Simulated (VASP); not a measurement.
The system is Li2O.

```xyz
3
Lattice="-0.0679 2.2870 2.2870 2.2870 -0.0679 2.2870 2.2870 2.2870 -0.0679" Properties=species:S:1:pos:R:3 pbc="T T T"
O     0.0000    0.0000    0.0000
Li    1.1276    1.1276    1.1276
Li    3.3785    3.3785    3.3785
```

The cell was built by a generator and needn't be a form met in nature.

The cell isn't the ideal one: epitaxial_111 strain +3.0%.

Base run:

```yaml
Program: VASP 6.6.1
Functional: r2SCAN
Potentials_or_basis: VASP PAW PBE potentials, release 64 (O, Li_sv)
Cutoff: 520 eV
k_mesh: 10 × 10 × 10
Occupations: gaussian, width 0.01 eV
Spin: no spin polarisation
```

Its results: band gap on the k mesh 5.57 eV, indirect (least direct gap 5.87 eV); largest force 0.018 eV/Å.

**Question.** The run is repeated on the same cell with these changes: functional from r2SCAN to PBE; occupations from gaussian, width 0.01 eV to fermi-dirac, width 0.02 eV. What comes out?

**Answer.** Band gap on the k mesh 4.88 eV, indirect (least direct gap 5.07 eV); largest force 0.014 eV/Å.

Caveats: the PAW data sets were made with another functional, which shifts forces and pressure a little (some runs).

A k mesh can miss the band edges.

Not every run made on this cell is shown here.
